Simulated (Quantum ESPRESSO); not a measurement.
Crystal: TePt.

```
Pt Te
1.0
     1.98157    1.14406    6.66103
    -1.98157    1.14406    6.66103
     0.00000   -2.28812    6.66103
Pt Te
2 2
Cartesian
  0.0000 0.0000 2.5911
  0.0000 0.0000 17.3920
  0.0000 0.0000 8.0332
  0.0000 0.0000 11.9499
```

| Quantity | Value |
| --- | --- |
| Program | Quantum ESPRESSO 7.5 |
| Task | relaxation of cell and atoms |
| Functional | PBEsol |
| Dispersion | D3 |
| Potentials or basis | GBRV 1.5 PBEsol |
| Cutoff | 612 eV |
| Density cutoff | 4898 eV |
| k mesh | 4 × 4 × 4 |
| Occupations | fermi-dirac, width 0.05 eV |
| Spin | no spin polarisation |

At the start: pressure -0.9 GPa; volume 22.65 Å³/atom.

Task: How do energy, volume and symmetry change on relaxing?

Result: Over 13 steps the energy falls by 27.4 meV/atom and the volume is 21.59 Å³/atom (-4.7 %); space group R-3m (No. 166, to 0.05 Å).

The path:
```
step  energy change (eV)  largest force (eV/Å)  pressure (GPa)  volume (Å³)
   1              0.0000                0.7137           -0.94        90.60
   2             -0.0185                0.6018           -1.26        90.48
   3             -0.0638                0.3599           -2.11        89.46
   4             -0.0711                0.3989           -1.89        89.04
   5             -0.1000                0.2993            1.03        85.53
   6             -0.1066                0.1564            0.53        86.25
   7             -0.1079                0.0811            0.56        86.20
   8             -0.1089                0.0499            0.32        86.25
   9             -0.1094                0.0151            0.05        86.35
  10             -0.1095                0.0053           -0.04        86.39
  11             -0.1095                0.0076           -0.07        86.39
  12             -0.1095                0.0149           -0.10        86.40
  13             -0.1096                0.0180           -0.10        86.38
```

Final structure:
```
CELL_PARAMETERS angstrom
6.93537 0.00166 0.00102
5.83829 3.74349 0.00102
5.83829 1.71175 3.32921
ATOMIC_POSITIONS crystal
Pt 0.12912 0.12912 0.12912
Pt 0.87088 0.87088 0.87088
Te 0.39547 0.39547 0.39547
Te 0.60453 0.60453 0.60453
```

Caveat: the k mesh is coarse (spacing up to 0.46 Å⁻¹), so the values aren't converged; pairwise dispersion overbinds metals, which lowers pressure and volume.
